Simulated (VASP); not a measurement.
# SrO in VASP: one cell, several levels of theory, part 1 of 2

Aim: gap, levels, forces and stress of SrO in the rocksalt structure, under +1.0 % biaxial strain in x and y, free along z at fixed geometry. Runs: PBE, r2SCAN. The results are then set beside those of Ansatz 0.2.0 for the same cell.

The runs shown are made with VASP 6.6.1. PAW datasets, plane waves. Calculated at 0 K for a non-magnetic cell.

## Step 1: The cell

The cell comes from an earlier relaxation with r2SCAN in another program, then strained, with the atoms relaxed again.

Space group I4/mmm (No. 139), tetragonal; a = 3.685 Å, c = 5.134 Å in the conventional setting, 17.43 Å³ an atom. Near Sr stand 6 O at 2.57–2.61 Å; near O stand 6 Sr at 2.57–2.61 Å.

As a file:

Space group I4/mmm (No. 139). a = 3.685 Å, b = 3.685 Å, c = 5.134 Å, α = 90.00°, β = 90.00°, γ = 90.00°
| atom | site | symmetry | x | y | z |
| --- | --- | --- | --- | --- | --- |
| Sr | 2a | 4/mmm | 0.0000 | 0.0000 | 0.0000 |
| O | 2b | 4/mmm | 0.0000 | 0.0000 | 0.5000 |

## Step 2: Single point with PBE

Contents of INCAR:

```
ENCUT = 520.000000
SIGMA = 0.020000
EDIFF = 1.00e-07
GGA = PE
PREC = Accurate
IBRION = -1
ISIF = 2
ISMEAR = -1
NBANDS = 15
NELM = 120
NSW = 0
LASPH = .TRUE.
LCHARG = .FALSE.
LWAVE = .FALSE.
LREAL = .FALSE.
```

Contents of KPOINTS:

```
KPOINTS created by Atomic Simulation Environment
0
Gamma
8 8 8
0 0 0
```

Contents of KPOINTS_OPT:

```
special points
8
Reciprocal
0.0000000000 0.0000000000 0.0000000000 1
0.5000000000 0.0000000000 0.5000000000 1
0.6250000000 0.2500000000 0.6250000000 1
0.3750000000 0.3750000000 0.7500000000 1
0.5000000000 0.5000000000 0.5000000000 1
0.5000000000 0.2500000000 0.7500000000 1
-0.0052080000 0.0000000000 -0.0052080000 1
0.5000000000 0.5000000000 0.0000000000 1
```

Contents of POSCAR:

```
Sr O
 1.0000000000000000
     0.0000000000000000    2.6056912490999999    2.5669928641999999
     2.6056912490999999    0.0000000000000000    2.5669928641999999
     2.6056912490999999    2.6056912490999999    0.0000000000000000
 Sr  O
   1   1
Cartesian
  0.0000000000000000  0.0000000000000000  0.0000000000000000
  2.6056912491000004  2.6056912491000004  2.5669928642000004
```

Potentials: the recommended PBE PAW datasets, 16 valence electrons in the neutral cell.

Command:

```sh
$ mpirun -np 1 vasp_std
```

Standard output, without the iteration lines:

```text
POSCAR found type information on POSCAR SrO
 POSCAR found :  2 types and       2 ions
 LDA part: xc-table for (Slater+PW92), standard interpolation
 POSCAR, INCAR and KPOINTS ok, starting setup
 FFT: planning ... GRIDC
 FFT: planning ... GRID_SOFT
 FFT: planning ... GRID
 WAVECAR not read
 entering main loop
 Start KPOINTS_OPT (optional k-point list driver)
k-point batch [1-8\8]
```

OSZICAR:

```text
N       E                     dE             d eps       ncg     rms          rms(c)
DAV:   1     0.686805608625E+02    0.68681E+02   -0.84638E+03  1778   0.104E+03
DAV:   2    -0.110704881325E+02   -0.79751E+02   -0.72465E+02  2538   0.218E+02
DAV:   3    -0.141977571060E+02   -0.31273E+01   -0.31083E+01  2293   0.391E+01
DAV:   4    -0.142519136531E+02   -0.54157E-01   -0.54154E-01  2261   0.481E+00
DAV:   5    -0.142527410252E+02   -0.82737E-03   -0.82737E-03  2284   0.455E-01    0.157E+01
DAV:   6    -0.122088024372E+02    0.20439E+01   -0.67719E+00  1833   0.193E+01    0.185E+01
DAV:   7    -0.120606295161E+02    0.14817E+00   -0.31441E-01  2064   0.493E+00    0.107E+01
DAV:   8    -0.120497548454E+02    0.10875E-01   -0.12131E-01  2204   0.349E+00    0.389E-01
DAV:   9    -0.120509794786E+02   -0.12246E-02   -0.60738E-03  2232   0.494E-01    0.235E-01
DAV:  10    -0.120514338626E+02   -0.45438E-03   -0.43700E-04  1945   0.197E-01    0.893E-02
DAV:  11    -0.120515902852E+02   -0.15642E-03   -0.15968E-04  1903   0.931E-02    0.277E-02
DAV:  12    -0.120516094742E+02   -0.19189E-04   -0.28428E-05  1868   0.388E-02    0.235E-02
DAV:  13    -0.120516093177E+02    0.15648E-06   -0.16763E-06  2029   0.114E-02    0.339E-03
DAV:  14    -0.120516090001E+02    0.31759E-06   -0.15649E-07  2298   0.300E-03    0.220E-03
DAV:  15    -0.120516089879E+02    0.12241E-07   -0.91618E-09  1032   0.948E-04
   1 F= -.12051609E+02 E0= -.12051609E+02  d E =-.179392E-11
       N       E                     dE             ncg
DAV:   1     0.764484240218E+03   -0.47346E+04      240
DAV:   2     0.170787124008E+03   -0.59370E+03      338
DAV:   3     0.148307173178E+03   -0.22480E+02      341
DAV:   4     0.147919995406E+03   -0.38718E+00      269
DAV:   5     0.147909703550E+03   -0.10292E-01      317
DAV:   6     0.147909332476E+03   -0.37107E-03      283
DAV:   7     0.147909318025E+03   -0.14451E-04      276
DAV:   8     0.147909317779E+03   -0.24646E-06      236
DAV:   9     0.147909317772E+03   -0.64431E-08      176
```

The lines after F= are the extra pass for the points of KPOINTS_OPT, at fixed density; their E is not a total energy.

OUTCAR, selected sections:

```text
k-points           NKPTS =     59   k-points in BZ     NKDIM =     59   number of bands    NBANDS=     15

   NELECT =      16.0000    total number of electrons

   dimension x,y,z NGX =    28 NGY =   28 NGZ =   28
   dimension x,y,z NGXF=    56 NGYF=   56 NGZF=   56

  energy-cutoff  :      520.00
  volume of cell :       34.86
      direct lattice vectors                 reciprocal lattice vectors
     0.000000000  2.605691249  2.566992864    -0.191887661  0.191887661  0.194780440
     2.605691249  0.000000000  2.566992864     0.191887661 -0.191887661  0.194780440
     2.605691249  2.605691249  0.000000000     0.191887661  0.191887661 -0.194780440

 k-points in reciprocal lattice and weights: KPOINTS created by Atomic Simulation Env
   0.00000000  0.00000000  0.00000000       0.002
   0.12500000  0.00000000  0.00000000       0.016
   0.25000000  0.00000000  0.00000000       0.016
   0.37500000  0.00000000  0.00000000       0.016
   0.50000000  0.00000000  0.00000000       0.008
   0.12500000  0.12500000  0.00000000       0.004
   0.25000000  0.12500000  0.00000000       0.016
   0.37500000  0.12500000  0.00000000       0.016
[... 51 more k-points ...]

 E-fermi :   2.0006

 k-point     1 :       0.0000    0.0000    0.0000
  band No.  band energies     occupation
      1     -30.9319      2.00000
      2     -13.5130      2.00000
      3     -12.5990      2.00000
      4     -12.5990      2.00000
      5     -12.5877      2.00000
      6       1.5295      2.00000
      7       1.5295      2.00000
      8       1.5800      2.00000
      9       5.3460      0.00000
     10       7.6652      0.00000
     11       7.6652      0.00000
     12       7.7743      0.00000
     13       9.7133      0.00000
     14       9.9173      0.00000
     15      14.1351      0.00000

 k-point     2 :       0.1250    0.0000    0.0000
  band No.  band energies     occupation
      1     -30.9141      2.00000
      2     -13.8848      2.00000
      3     -12.6122      2.00000
      4     -12.6019      2.00000
      5     -12.2669      2.00000
      6       1.0990      2.00000
      7       1.3443      2.00000
      8       1.3732      2.00000
      9       6.0340      0.00000
     10       7.5513      0.00000
     11       7.9671      0.00000
     12       8.0323      0.00000
     13      10.1004      0.00000
     14      10.3115      0.00000
     15      15.1029      0.00000

 k-point     3 :       0.2500    0.0000    0.0000
  band No.  band energies     occupation
      1     -30.8707      2.00000
      2     -14.4411      2.00000
      3     -12.6439      2.00000
      4     -12.6255      2.00000
      5     -11.8177      2.00000
      6       0.2932      2.00000
      7       0.9434      2.00000
      8       0.9577      2.00000
      9       7.4212      0.00000
     10       7.6081      0.00000
     11       8.7834      0.00000
     12       8.8223      0.00000
     13      11.0747      0.00000
     14      11.2955      0.00000
     15      17.0104      0.00000

 k-point     4 :       0.3750    0.0000    0.0000
  band No.  band energies     occupation
      1     -30.8267      2.00000
      2     -14.8507      2.00000
      3     -12.6750      2.00000
      4     -12.6487      2.00000
      5     -11.5154      2.00000
      6      -0.3416      2.00000
      7       0.5917      2.00000
      8       0.5937      2.00000
      9       7.7709      0.00000
     10       9.0757      0.00000
     11       9.7669      0.00000
     12       9.7911      0.00000
     13      12.3068      0.00000
     14      12.5042      0.00000
     15      16.7091      0.00000

 k-point     5 :       0.5000    0.0000    0.0000
  band No.  band energies     occupation
      1     -30.8083      2.00000
      2     -14.9995      2.00000
      3     -12.6878      2.00000
      4     -12.6582      2.00000
      5     -11.4111      2.00000
      6      -0.5764      2.00000
      7       0.4544      2.00000
      8       0.4571      2.00000
      9       7.9877      0.00000
     10       9.7983      0.00000
     11      10.2355      0.00000
     12      10.2630      0.00000
     13      13.1461      0.00000
     14      13.2893      0.00000
     15      15.9695      0.00000

 k-point     6 :       0.1250    0.1250    0.0000
  band No.  band energies     occupation
      1     -30.9075      2.00000
      2     -13.9497      2.00000
      3     -12.6514      2.00000
      4     -12.6514      2.00000
      5     -12.1484      2.00000
      6       0.8143      2.00000
      7       1.4529      2.00000
      8       1.4529      2.00000
      9       6.0697      0.00000
     10       7.0789      0.00000
     11       8.3216      0.00000
     12       8.3216      0.00000
     13       9.9291      0.00000
     14      10.7599      0.00000
     15      15.4330      0.00000

 k-point     7 :       0.2500    0.1250    0.0000
  band No.  band energies     occupation
      1     -30.8723      2.00000
      2     -14.3158      2.00000
      3     -12.7012      2.00000
      4     -12.6770      2.00000
      5     -11.8853      2.00000
      6       0.3113      2.00000
      7       1.1498      2.00000
      8       1.2448      2.00000
      9       6.7755      0.00000
     10       7.0622      0.00000
     11       9.0258      0.00000
     12       9.1386      0.00000
     13      10.5160      0.00000
     14      11.5939      0.00000
     15      17.0893      0.00000

 k-point     8 :       0.3750    0.1250    0.0000
  band No.  band energies     occupation
      1     -30.8287      2.00000
      2     -14.6839      2.00000
      3     -12.7326      2.00000
      4     -12.7078      2.00000
      5     -11.6750      2.00000
      6      -0.0734      2.00000
      7       0.7084      2.00000
      8       0.8842      2.00000
      9       7.0877      0.00000
     10       8.3682      0.00000
     11       9.9096      0.00000
     12      10.0452      0.00000
     13      11.7286      0.00000
     14      12.4754      0.00000
     15      17.0292      0.00000

[... the tables of k-points 9 to 59 left out ...]

  Total        0.0875764      0.0875764      0.5009003      0.0000000      0.0000000      0.0000000
  in kB        4.0252914      4.0252914     23.0229677      0.0000000      0.0000000      0.0000000
  external PRESSURE =      10.3578502 kB  Pullay stress =       0.0000000 kB

 POSITION                                       TOTAL-FORCE (eV/Angst)
 -----------------------------------------------------------------------------------
      0.00000      0.00000      0.00000        -0.000000      0.000000      0.000000
      2.60569      2.60569      2.56699         0.000000     -0.000000      0.000000
 -----------------------------------------------------------------------------------
    total drift:                                0.000000      0.000000      0.000000

  FREE ENERGIE OF THE ION-ELECTRON SYSTEM (eV)
  ---------------------------------------------------
  free  energy   TOTEN  =       -12.0516089879 eV

  energy  without entropy=      -12.0516089879  energy(sigma->0) =      -12.05160899
```

Hardware: 1 MPI rank of Intel Xeon Platinum 8488C, shared host.

The levels at the points of KPOINTS_OPT are read from vasprun.xml.

Levels at the named points, in eV from the top of band v (v: the last filled band by count, c: the next):

```tsv
point	v−1	v	c	c+1
Γ	-0.05	0.00	3.77	6.09
X	-0.16	-0.10	3.26	7.57
U	-0.60	-0.57	4.74	7.74
K	-0.60	-0.48	4.66	7.74
L	-1.13	-1.12	6.41	8.22
W	-0.52	-0.44	5.86	5.91
```

PBE gives an indirect gap of 3.21 eV, from Γ to (0.50, 0.50, 0.00); the least direct gap is 3.36 eV. Pressure: 1.04 GPa; the forces vanish within 0.01 eV/Å.

(Continued in part 2 of 2.)
